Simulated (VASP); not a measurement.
# Mo (Im-3m) in VASP: a series of runs

One crystal, Mo, is run at these levels: PBE; tasks: relaxation of cell and atoms, relaxation of the atoms.

Program: VASP 6.6.1. These are calculated values, not measurements. Logs are shortened: lines on timing, memory, paths and dates and some standing lists are left out, and cuts for length are marked.

## (1) The structure

The structure is cubic, space group Im-3m (No. 229). The conventional cell has a = 3.147 Å, b = 3.147 Å, c = 3.147 Å, α = 90.00°, β = 90.00°, γ = 90.00°. Mo (site symmetry m-3m) is surrounded by 8 Mo at 2.73 Å.

## (2) Relaxation of cell and atoms, PBE

The input, INCAR:

```
PREC     = Accurate       # precision mode
ENCUT    = 300            # plane-wave cutoff, eV
EDIFF    = 1E-6           # SCF threshold, eV
ISMEAR   = 1              # smearing method
SIGMA    = 0.1            # smearing width, eV
LREAL    = F              # projectors in reciprocal space
LASPH    = T              # aspherical terms in the spheres
NELM     = 80             # most SCF steps
ALGO     = Normal         # electronic algorithm
ISIF     = 3              # what is computed and relaxed
LWAVE    = F              # write WAVECAR
LCHARG   = F              # write CHGCAR
GGA      = PE             # functional
IBRION   = 2              # ionic algorithm
NSW      = 90             # ionic steps
EDIFFG   = -0.01          # ionic threshold
```

The input, KPOINTS:

```
Automatic mesh
0
Gamma
  8 8 8
```

The input, POSCAR:

```
Mo
1.0
   -1.5734150000      1.5734150000      1.5734150000
    1.5734150000     -1.5734150000      1.5734150000
    1.5734150000      1.5734150000     -1.5734150000
Mo
1
Direct
    0.0000000000      0.0000000000      0.0000000000
```

Potentials or basis: VASP PAW PBE potentials, release 64 (Mo).

The run is started by

```sh
cat potpaw_PBE.64/Mo/POTCAR > POTCAR
mpirun -np 1 vasp_std > vasp.out
```

OUTCAR:

```text
PREC = Accurate
   ENCUT = 300
   EDIFF = 1E-6
   ISMEAR = 1
   LREAL = F
   LASPH = T
   NELM = 80
   ISIF = 3
   GGA = PE
   IBRION = 2
   NSW = 90
   EDIFFG = -0.01

 ion  position               nearest neighbor table
   1  0.000  0.000  0.000-

  LATTYP: Found a body centered cubic cell.
 ALAT       =     3.1468300000

  Lattice vectors:

 A1 = (  -1.5734150000,   1.5734150000,   1.5734150000)
 A2 = (   1.5734150000,  -1.5734150000,   1.5734150000)
 A3 = (   1.5734150000,   1.5734150000,  -1.5734150000)

Analysis of symmetry for initial positions (statically):
=====================================================================
 Subroutine PRICEL returns:
 Original cell was already a primitive cell.

 Routine SETGRP: Setting up the symmetry group for a
 body centered cubic supercell.

 Subroutine GETGRP returns: Found 48 space group operations
 (whereof 48 operations were pure point group operations)
 out of a pool of 48 trial point group operations.

The static configuration has the point symmetry O_h .

Analysis of symmetry for dynamics (positions and initial velocities):
=====================================================================
 Subroutine PRICEL returns:
 Original cell was already a primitive cell.

 Routine SETGRP: Setting up the symmetry group for a
 body centered cubic supercell.

 Subroutine GETGRP returns: Found 48 space group operations
 (whereof 48 operations were pure point group operations)
 out of a pool of 48 trial point group operations.

The dynamic configuration has the point symmetry O_h .

 Subroutine INISYM returns: Found 48 space group operations
 (whereof 48 operations are pure point group operations),
 and found     1 'primitive' translations

----------------------------------------------------------------------------------------

                                     Primitive cell

  volume of cell :      15.5808

  direct lattice vectors                    reciprocal lattice vectors
    -1.573415000  1.573415000  1.573415000     0.000000000  0.317780115  0.317780115
     1.573415000 -1.573415000  1.573415000     0.317780115  0.000000000  0.317780115
     1.573415000  1.573415000 -1.573415000     0.317780115  0.317780115  0.000000000

  length of vectors
     2.725234721  2.725234721  2.725234721     0.449408949  0.449408949  0.449408949

  position of ions in fractional coordinates (direct lattice)
     0.000000000  0.000000000  0.000000000

  ion indices of the primitive-cell ions
   primitive index   ion index
                 1           1

----------------------------------------------------------------------------------------

 KPOINTS: Automatic mesh

Automatic generation of k-mesh.
 Grid dimensions read from file:
 generate k-points for:    8    8    8

 Generating k-lattice:

  Cartesian coordinates                     Fractional coordinates (reciprocal lattice)
     0.000000000  0.039722514  0.039722514     0.125000000  0.000000000  0.000000000
     0.039722514  0.000000000  0.039722514     0.000000000  0.125000000  0.000000000
     0.039722514  0.039722514  0.000000000     0.000000000  0.000000000  0.125000000

  Length of vectors
     0.056176119  0.056176119  0.056176119

  Shift w.r.t. Gamma in fractional coordinates (k-lattice)
     0.000000000  0.000000000  0.000000000

 Subroutine IBZKPT returns following result:
 ===========================================

 Found     29 irreducible k-points:

 Following reciprocal coordinates:
            Coordinates               Weight
  0.000000  0.000000  0.000000      1.000000
  0.125000  0.000000  0.000000     12.000000
  0.250000  0.000000  0.000000     12.000000
  0.375000  0.000000  0.000000     12.000000
  0.500000  0.000000  0.000000      6.000000
  0.125000  0.125000  0.000000     24.000000
[... 16 lines left out ...]
 -0.250000  0.250000  0.250000      6.000000
 -0.375000  0.375000  0.250000     24.000000
 [... further k-points ...]
   k-points           NKPTS =     29   k-points in BZ     NKDIM =     29   number of bands    NBANDS=      7
   number of dos      NEDOS =    301   number of ions     NIONS =      1
   total plane-waves  NPLWV =   4096
   dimension x,y,z NGX =    16 NGY =   16 NGZ =   16
   dimension x,y,z NGXF=    32 NGYF=   32 NGZF=   32
   ions per type =               1
   NGX,Y,Z   is equivalent  to a cutoff of   9.76,  9.76,  9.76 a.u.
   NGXF,Y,Z  is equivalent  to a cutoff of  19.52, 19.52, 19.52 a.u.
 SYSTEM =  unknown system
   PREC   = accura    normal or accurate (medium, high low for compatibility)
   ISTART =      0    job   : 0-new  1-cont  2-samecut
   ICHARG =      2    charge: 1-file 2-atom 10-const
   ISPIN  =      1    spin polarized calculation?
   LNONCOLLINEAR =      F non collinear calculations
   LSORBIT =      F    spin-orbit coupling
   LASPH  =      T    aspherical Exc in radial PAW
   ENCUT  =  300.0 eV  22.05 Ry    4.70 a.u.   3.85  3.85  3.85*2*pi/ulx,y,z
   NELM   =     80;   NELMIN=  2; NELMDL= -5     # of ELM steps
   EDIFF  = 0.1E-05   stopping-criterion for ELM
   LREAL  =      F    real-space projection
   EDIFFG = -.1E-01   stopping-criterion for IOM
   NSW    =     90    number of steps for IOM
   IBRION =      2    ionic relax: 0-MD 1-quasi-New 2-CG
   NFREE  =      1    steps in history (QN), initial steepest desc. (CG)
   ISIF   =      3    stress and relaxation
   ISYM   =      2    0-nonsym 1-usesym 2-fastsym
   POTIM  = 0.5000    time-step for ionic-motion
   TEBEG  =    0.0;   TEEND  =   0.0 temperature during run
   PSTRESS=    0.0 pullay stress
   NELECT =       6.0000    total number of electrons
   NUPDOWN=      -1.0000    fix difference up-down
   EMIN   =  10.00;   EMAX   =-10.00  energy-range for DOS
   EFERMI =   0.00;   METHOD = LEGACY
   ISMEAR =     1;   SIGMA  =   0.10  broadening in eV -4-tet -1-fermi 0-gaus
   EFERMI_NEDOS =   21; number of points for ismear=-14 and -15
   IALGO  =     38    algorithm
   IMIX   =      4    mixing-type and parameters
     AMIX     =   0.40;   BMIX     =  1.00
     AMIX_MAG =   1.60;   BMIX_MAG =  1.00
  volume/ion in A,a.u.               =      15.58       105.14
  Fermi-wavevector in a.u.,A,eV,Ry     =   1.191046  2.250751 19.301105  1.418591
  Thomas-Fermi vector in A             =   2.327117
   LORBIT       =      0    0 simple, 1 ext, 2 COOP (PROOUT), +10 PAW based schemes
   GGA     = PE    functional components
   LHFCALC =     F    Hartree Fock is set to
   AEXX    =    0.0000 exact exchange contribution
   IVDW    =     0    specifies the selected vdW correction
   LEPSILON=     F    determine dielectric tensor
   LRPA    =     F    only Hartree local field effects (RPA)
 conjugate gradient relaxation of ions
 non-spin polarized calculation
 Methfessel and Paxton  Order N= 1 SIGMA  =   0.10
  energy-cutoff  :      300.00
  volume of cell :       15.58
 maximum number of plane-waves:       197
   NGX =  7   NGY =  7   NGZ =  7

--------------------------------------- Ionic step        1  -------------------------------------------

 number of electron       5.9999997 magnetization

 Free energy of the ion-electron system (eV)
  ---------------------------------------------------
  ext. energy  EPLUGINS =         0.00000000
  ---------------------------------------------------
  free energy    TOTEN  =       -10.92356141 eV

  energy without entropy =      -10.92384255  energy(sigma->0) =      -10.92365512

------------------------ aborting loop because EDIFF is reached ----------------------------------------

  FORCE on cell =-STRESS in cart. coord.  units (eV):
  Direction    XX          YY          ZZ          XY          YZ          ZX
  --------------------------------------------------------------------------------------
  -------------------------------------------------------------------------------------
  Total        0.0770457      0.0770457      0.0770457     -0.0000000     -0.0000000      0.0000000
  in kB        7.9226217      7.9226217      7.9226217     -0.0000000     -0.0000000      0.0000000
  external PRESSURE =       7.9226217 kB  Pullay stress =       0.0000000 kB

 VOLUME and BASIS-vectors are now :
 -----------------------------------------------------------------------------
  energy-cutoff  :      300.00
  volume of cell :       15.58
      direct lattice vectors                 reciprocal lattice vectors
    -1.573415000  1.573415000  1.573415000     0.000000000  0.317780115  0.317780115
     1.573415000 -1.573415000  1.573415000     0.317780115  0.000000000  0.317780115
     1.573415000  1.573415000 -1.573415000     0.317780115  0.317780115  0.000000000
[... 36 lines left out ...]
 POSITION                                       TOTAL-FORCE (eV/Angst)
 -----------------------------------------------------------------------------------
      0.00000      3.15853      0.00000         0.000000      0.000000      0.000000
 -----------------------------------------------------------------------------------
    total drift:                               -0.000000      0.000000     -0.000000

  FREE ENERGIE OF THE ION-ELECTRON SYSTEM (eV)
  ---------------------------------------------------
  free  energy   TOTEN  =       -10.9227442039 eV

  energy  without entropy=      -10.9230231059  energy(sigma->0) =      -10.92283717

--------------------------------------- Ionic step        3  -------------------------------------------

 number of electron       5.9999997 magnetization

 Free energy of the ion-electron system (eV)
  ---------------------------------------------------
  ext. energy  EPLUGINS =         0.00000000
  ---------------------------------------------------
  free energy    TOTEN  =       -10.92366726 eV

  energy without entropy =      -10.92397448  energy(sigma->0) =      -10.92376967

 E-fermi :   6.6936     XC(G=0): -13.0929

 val. band max:        6.5712301780   @ k =   0.3750   0.1250   0.0000
 cond. band min:       6.6991808114   @ k =  -0.2500   0.2500   0.1250
 fundamental gap:      0.1279506334
 Fermi energy:         6.6936074878

 k-point     1 :       0.0000    0.0000    0.0000
  band No.  band energies     occupation
      1      -0.3794      2.00000
      2       5.4330      2.00000
      3       5.4330      2.00000
      4       5.4330      2.00000
      5       8.4418     -0.00000
      6       8.4418     -0.00000
      7      23.2587      0.00000

 k-point     2 :       0.1250    0.0000    0.0000
  band No.  band energies     occupation
      1       0.2606      2.00000
      2       5.0778      2.00000
      3       5.3547      2.00000
      4       6.0814      2.00000
      5       8.0295     -0.00000
      6       8.4688     -0.00000
      7      23.6029      0.00000
[... 201 lines left out ...]
 k-point    23 :      -0.2500    0.2500    0.2500
  band No.  band energies     occupation
      1       3.0400      2.00000
      2       4.1989      2.00000
      3       6.2064      2.00000
      4       6.2064      2.00000
      5       7.7080     -0.00000
      6      10.2376      0.00000
      7      22.8906      0.00000

 k-point    24 :      -0.3750    0.3750    0.2500
  band No.  band energies     occupation
      1       2.8934      2.00000
      2       3.4456      2.00000
      3       6.2045      2.00000
      4       7.0502     -0.00001
      5       9.6985      0.00000
      6      11.8737      0.00000
      7      20.8851      0.00000

 [... further k-points ...]

------------------------ aborting loop because EDIFF is reached ----------------------------------------

  FORCE on cell =-STRESS in cart. coord.  units (eV):
  Direction    XX          YY          ZZ          XY          YZ          ZX
  --------------------------------------------------------------------------------------
  -------------------------------------------------------------------------------------
  Total        0.0018824      0.0018824      0.0018824      0.0000000     -0.0000000      0.0000000
  in kB        0.1930301      0.1930301      0.1930301      0.0000000     -0.0000000      0.0000000
  external PRESSURE =       0.1930301 kB  Pullay stress =       0.0000000 kB

 VOLUME and BASIS-vectors are now :
 -----------------------------------------------------------------------------
  energy-cutoff  :      300.00
  volume of cell :       15.62
      direct lattice vectors                 reciprocal lattice vectors
    -1.574885898  1.574885898  1.574885898     0.000000000  0.317483318  0.317483318
     1.574885898 -1.574885898  1.574885898     0.317483318  0.000000000  0.317483318
     1.574885898  1.574885898 -1.574885898     0.317483318  0.317483318  0.000000000

 POSITION                                       TOTAL-FORCE (eV/Angst)
 -----------------------------------------------------------------------------------
      0.00000      0.00000      0.00000         0.000000      0.000000     -0.000000
 -----------------------------------------------------------------------------------
    total drift:                                0.000000     -0.000000      0.000000

  FREE ENERGIE OF THE ION-ELECTRON SYSTEM (eV)
  ---------------------------------------------------
  free  energy   TOTEN  =       -10.9236672640 eV

  energy  without entropy=      -10.9239744817  energy(sigma->0) =      -10.92376967

 reached required accuracy - stopping structural energy minimisation
```

Wall time 7 s (1 thread of Intel Xeon Platinum 8488C (Sapphire Rapids), shared host); peak memory 0.11 GiB.

What came out:

| Property | Result |
| --- | --- |
| Free energy | -10.9237 eV |
| Relaxed volume | 15.62 Å³/atom |
| Relaxed cell | a = 2.728 Å, b = 2.728 Å, c = 2.728 Å, α = 109.47°, β = 109.47°, γ = 109.47° |
| Space group after relaxing (to 0.05 Å) | Im-3m (No. 229) |
| Energy gained by relaxing | 0.1 meV/atom |
| Ionic steps | 3 |
| Pressure after relaxing | 0.0 GPa |
| Band gap on the k mesh | none (metal or under the smearing width) |

The path:
| step | energy change (eV) | largest force (eV/Å) | pressure (GPa) | volume (Å³) |
| --- | --- | --- | --- | --- |
| 1 | 0.0000 | 0.0000 | 0.79 | 15.58 |
| 2 | 0.0008 | 0.0000 | -2.23 | 15.76 |
| 3 | -0.0001 | 0.0000 | 0.02 | 15.62 |

Final structure:
```
Mo
1.0
    -1.57489    1.57489    1.57489
     1.57489   -1.57489    1.57489
     1.57489    1.57489   -1.57489
Mo
1
Direct
  0.00000 0.00000 0.00000
```

## (3) Relaxation of cell and atoms, PBE

This run uses another cell than the first one, of 15.62 Å³/atom, 1.003 times its volume.

INCAR, as its differences from that of step 2:

```diff
@@ -2,3 +2,3 @@
 ENCUT    = 300            # plane-wave cutoff, eV
-EDIFF    = 1E-6           # SCF threshold, eV
+EDIFF    = 1E-7           # SCF threshold, eV
 ISMEAR   = 1              # smearing method
@@ -15,2 +15,2 @@
 NSW      = 90             # ionic steps
-EDIFFG   = -0.01          # ionic threshold
+EDIFFG   = -0.005         # ionic threshold
```

KPOINTS is that of step 2.

The input, POSCAR:

```
Mo                                      
1.0
   -1.5748858982      1.5748858982      1.5748858982
    1.5748858982     -1.5748858982      1.5748858982
    1.5748858982      1.5748858982     -1.5748858982
  Mo            
     1
Direct
     0.0000000000000000    0.0000000000000000    0.0000000000000000
```

Potentials or basis: VASP PAW PBE potentials, release 64 (Mo).

The run is started by

```sh
cat potpaw_PBE.64/Mo/POTCAR > POTCAR
mpirun -np 1 vasp_std > vasp.out
```

Run time: 3.8 s. Hardware: 1 thread of Intel Xeon Platinum 8488C (Sapphire Rapids), shared host; peak memory 0.11 GiB.

It converged, with:

* Free energy: -10.9239 eV
* Pressure after relaxing: 0.0 GPa
* Band gap on the k mesh: none (metal or under the smearing width)

Final structure:
```
Mo
1.0
    -1.57489    1.57489    1.57489
     1.57489   -1.57489    1.57489
     1.57489    1.57489   -1.57489
Mo
1
Cartesian
  0.0000 0.0000 0.0000
```

Levels at points of the mesh, in eV from the Fermi level:
| k point | band 1 | band 2 | band 3 | band 4 | band 5 | band 6 | band 7 |
| --- | --- | --- | --- | --- | --- | --- | --- |
| (0.00, 0.00, 0.00) | -7.07 | -1.26 | -1.26 | -1.26 | 1.75 | 1.75 | 16.56 |
| (0.50, 0.00, 0.00) | -5.18 | -3.28 | 1.77 | 1.78 | 2.39 | 4.80 | 11.75 |
| (0.50, 0.50, 0.50) | -5.30 | -5.30 | 4.04 | 4.04 | 4.04 | 9.55 | 9.55 |

Caveat: the relaxation stopped at its first step, so nothing moved.

## (4) Relaxation of the atoms, PBE (a relaxed cell with its volume scaled by 0.94)

INCAR, as its differences from that of step 3:

```diff
@@ -9,3 +9,3 @@
 ALGO     = Normal         # electronic algorithm
-ISIF     = 3              # what is computed and relaxed
+ISIF     = 2              # what is computed and relaxed
 LWAVE    = F              # write WAVECAR
@@ -14,3 +14,3 @@
 IBRION   = 2              # ionic algorithm
-NSW      = 90             # ionic steps
-EDIFFG   = -0.005         # ionic threshold
+NSW      = 40             # ionic steps
+EDIFFG   = -0.01          # ionic threshold
```

KPOINTS is that of step 3.

The input, POSCAR:

```
Mo                                      
1.0
   -1.5427363487      1.5427363487      1.5427363487
    1.5427363487     -1.5427363487      1.5427363487
    1.5427363487      1.5427363487     -1.5427363487
  Mo            
     1
Direct
     0.0000000000000000    0.0000000000000000    0.0000000000000000
```

The run is started by

```sh
cat potpaw_PBE.64/Mo/POTCAR > POTCAR
mpirun -np 1 vasp_std > vasp.out
```

Wall time 4.1 s (1 thread of Intel Xeon Platinum 8488C (Sapphire Rapids), shared host); peak memory 0.11 GiB.

The run converged. Its results:

- Free energy: -10.8676 eV
- Pressure after relaxing: 18.9 GPa
- Band gap on the k mesh: none (metal or under the smearing width)

Final structure:
```xyz
1
Lattice="-1.5427 1.5427 1.5427 1.5427 -1.5427 1.5427 1.5427 1.5427 -1.5427" Properties=species:S:1:pos:R:3 pbc="T T T"
Mo    0.0000    0.0000    0.0000
```

Levels at points of the mesh, in eV from the Fermi level:
```tsv
k point	band 1	band 2	band 3	band 4	band 5	band 6	band 7
(0.00, 0.00, 0.00)	-7.29	-1.38	-1.38	-1.38	1.87	1.87	16.79
(0.50, 0.00, 0.00)	-5.58	-3.59	1.93	2.02	2.61	5.27	12.75
(0.50, 0.50, 0.50)	-5.80	-5.80	4.43	4.43	4.43	10.09	10.09
```

Caveat: the relaxation stopped at its first step, so nothing moved.

[end of part 1 of 2]
